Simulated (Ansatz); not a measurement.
The cell was built from the bcc type and relaxed in the same program, and has space group Im-3m; it needn't be a known or the stable phase.

Re: DFT, PBE, PAW with Ansatz's default frozen-core files, scalar-relativistic (Ansatz 0.2.0).

```yaml
crystal:
  lattice:
    - [-1.5570251254, 1.5570251254, 1.5570251254]
    - [1.5570251254, -1.5570251254, 1.5570251254]
    - [1.5570251254, 1.5570251254, -1.5570251254]
  atoms:
    - { symbol: Re, position: [0.0, 0.0, 0.0] }
kpoints:
  mp_grid: { grid: [15, 15, 15] }
  band_path:
    path:
      - [0.0, 0.0, 0.0]
      - [0.5, -0.5, 0.5]
      - [0.0, 0.0, 0.5]
      - [0.0, 0.0, 0.0]
      - [0.25, 0.25, 0.25]
      - [0.5, -0.5, 0.5]
      - [0.25, 0.25, 0.25]
      - [0.0, 0.0, 0.5]
    npoints: 8
scf:
  occupations: { method: fermi_dirac, width: 0.05 }
hamiltonian:
  xc: pbe
  pseudopotentials: { kind: paw }
output:
  forces: true
  stress: true
  eigenvalues: true
  efg: { contact_densities: true }
  populations: true
  bader: true
  dos: { projected: true, de: 0.2, e_range: [-14, 8] }
```

Output:

```
Re: output.efg is read without spin–orbit coupling, which moves field gradients at and beside such atoms by some per cent and up to a factor of two; PAW files take it under magnetization.noncollinear and magnetization.spin_orbit
Engine: ansatz 0.2.0
Pseudopotentials: kind: paw
Pseudopotential: Re, paw, valence charge 15, recommended cutoff 420 eV (normal)
Functional definition: PBE
  parameter kappa = 0.804
  parameter beta = 0.06672455060314922
  exchange = pbe_x(kappa = kappa, mu = beta*pi^2/3)
  correlation = pbe_c(beta = beta)
Crystal: 1 atoms, lattice volume = 15.099 Å³
Basis set: ecut = 420 eV, 321 PW (Γ), exchange–correlation on 40×40×40 points (8 copies of the dense FFT grid, shifted against one another)
Bands: 12, of which v1, the nominal top of the filled ones, is band 8 counted from 1 (7 counted from 0)
Symmetry: 48 space group operations
Space group: Im-3m (ITA 229), of the structure as read, at distance tolerance 2.5e-5 Å
k-points: 120 of 3375
Non-local potential: Re, projectors of the file, l = 0: 3, l = 1: 2, l = 2: 2, l = 3: 1
PAW form: soft (Blöchl's): semilocal exchange-correlation on the pseudo side does not see the compensation charge
PAW one-centre angular grid: Re, 590 points (default); XC on 64 Gauss nodes
Initial density: superposition of atomic densities (neutral atoms: chi_scale 0, normalization atom), corrected by the library's trained network
Initial wavefunctions: pseudopotential atomic-orbital guess
Functional: x = pbe(κ = 0.804, μ = 0.2195149727645171), c = pbe(β = 0.06672455060314922)
SCF iter   1: F=—  HF=-10867.758550 eV  |F-HF|=—  |Δ(HF+E_count)|=         —  Δρ=4.54e-3  dr2=1.06e-3  ethr=1.77e-3  ⟨swp⟩=5.1  Hψ=7708  notcnv=0
preconditioner: auto → none  [metal: Δε(μ)=0.038 eV  Ē_g=11.033 eV  σ=0.050 eV  W_gap=0.19  n_scr=0 (ndim 8)  ℏωp=25.3 eV  f_vac=0.000  D(μ)=1.49/eV (n_scr^D=18)]
SCF iter   2: F=—  HF=-10867.758806 eV  |F-HF|=—  |Δ(HF+E_count)|=   2.56e-4  Δρ=2.21e-3  dr2=1.55e-4  ethr=7.08e-6  ⟨swp⟩=2.0  Hψ=2855  notcnv=0
SCF iter   3: F=—  HF=-10867.758948 eV  |F-HF|=—  |Δ(HF+E_count)|=   1.42e-4  Δρ=5.58e-4  dr2=1.02e-5  ethr=1.03e-6  ⟨swp⟩=2.0  Hψ=2179  notcnv=0
SCF iter   4: F=—  HF=-10867.758958 eV  |F-HF|=—  |Δ(HF+E_count)|=   1.02e-5  Δρ=7.05e-5  dr2=1.70e-7  ethr=6.81e-8  ⟨swp⟩=2.0  Hψ=1835  notcnv=0
iter 5 did not close the SCF: its close was put off for the readings that it lacked (scf_convergence_deferred on its scf_iter line)
SCF iter   5: F=-10867.758958 eV  HF=-10867.758958 eV  |F-HF|=9.51e-9  |Δ(HF+E_count)|=   2.26e-7  Δρ=1.58e-5  dr2=1.40e-8  ethr=1.13e-9  ⟨swp⟩=2.1  Hψ=2280  notcnv=0
SCF iter   6: F=-10867.758958 eV  HF=-10867.758958 eV  |F-HF|=6.24e-10  |Δ(HF+E_count)|=   6.00e-9  Δρ=4.09e-6  dr2=8.84e-10  ethr=9.36e-11  ⟨swp⟩=1.2  Hψ=4386  notcnv=0
SCF 1 converged in 6 iterations: F = -10867.758958 eV  dr2 = 8.84e-10
  greatest PAW one-centre occupation: 1.000 electrons in one spin orbital (limit 2), on the Re atom at site 0 (counted from 0), in its partial waves of l = 0
NSCF: frozen V_eff on 57 k-points
SCF converged after 6 iterations
Free energy (F): -10867.758958 eV
Harris-Foulkes:  -10867.758958 eV  (|F-HF|=6.24e-10)
Internal energy: -10867.747043 eV  (E = F + TS)
E sigma→0 (E₀):  -10867.753000 eV
Entropy (-TS):   -0.011915 eV (-11.915 meV/atom)
Fermi energy:    24.185337 eV
--- Per-component energies (eV) ---
  E_band       = -81.407950
  E_kinetic    = 540.156435
  E_local      = -778.307245  (includes V_loc(G=0)·N_el)
  E_nonlocal   = 48.604563
  E_hartree    = 277.557049
  E_xc         = -403.636870
  E_vxc        = -303.631822  (∫ρ·V_xc dr)
  E_paw        = -8658.955222  (= ΣΔE_a)
  E_vpaw       = -143.343250  (= ΣTr[D̂ρ^β])
  E_aug_tail   = -0.000077  (compensation charges beyond the density's cutoff)
  E_ewald      = -1893.165674
  E_smearing   = -0.011915  (= −TS)
  E_closure    = 0.000000  (closes the sum)
  Σ components = -10867.758958   (vs F -10867.758958, Δ=0.00e0)
--- Forces (eV/Å), atoms counted from 1 ---
  atom   1  Re     0.00000000    -0.00000000     0.00000000
  max |Σ_I F_I| component: 1.19e-31 eV/Å
--- Stress (GPa, compression-positive) ---
        0.000832       0.000000      -0.000000
        0.000000       0.000832      -0.000000
       -0.000000      -0.000000       0.000832
  P = ⅓ Tr σ = 0.0008 GPa (0.008 kbar)
--- PAW observables at the nuclei: V_zz in 10²¹ V/m², potentials from the cell's mean, atoms counted from 1 ---
  atom   1  Re V_zz =    -0.000000   η = 0.0000   by run symmetry: forbidden
            electrostatic potential = -15143.216853 V   contact ρ = 9543517.175400 e/Å³
--- Band table (eV; the first three rows and the last of 120) ---
  k-point 0: bands = ["-56.5253", "-17.8364", "-17.8364", "-17.8364", "13.5974", "21.5601", "21.5601", "21.5601", "24.9518", "24.9518", "38.7719", "38.7719"]
  k-point 1: bands = ["-56.5204", "-17.8884", "-17.8530", "-17.8366", "13.8121", "21.4407", "21.5393", "21.7629", "24.7717", "24.9562", "38.9371", "39.1256"]
  k-point 2: bands = ["-56.5066", "-18.0335", "-17.8997", "-17.8369", "14.4218", "21.1195", "21.4352", "22.3610", "24.4288", "24.9806", "39.2880", "40.1458"]
  k-point 119: bands = ["-56.3279", "-18.6350", "-18.6263", "-18.6263", "17.3266", "17.3568", "27.2515", "27.2515", "27.5495", "31.4775", "32.4043", "32.4043"]
--- Löwdin populations: 1 site ---
  site symbol       q [e]
     0     Re     14.8162
  spilling = 0.012252 (of n_electrons = 15.000000)
--- Bader charges: 1 site ---
  site symbol  charge [e]  shift [e]
     0     Re      0.0000     0.0000
  estimated error of the sums over rays = 4.4e-7 e
```

populations.tsv:

```
# site	symbol	l	j	q
# orbitals = lowdin
# n_electrons = 15.000000
# spilling = 0.012252
0	Re	0_5S	-	1.964318
0	Re	0_6S	-	0.924572
0	Re	1_5P	-	5.991554
0	Re	2_5D	-	5.935779
```

bader_charges.tsv:

```
# site	symbol	x_ang	y_ang	z_ang	partial_charge_e	electrons	volume_ang3	relative_density_drop	shared_charge_e	partial_wave_shift_e
# quadrature_error_electrons = 4.4e-7
0	Re	0.0000	0.0000	0.0000	0.00000	75.00000	15.10	-	0.00000	0.00000
```

Spin polarisation is left out, and whether a magnetic state lies lower isn't shown here.
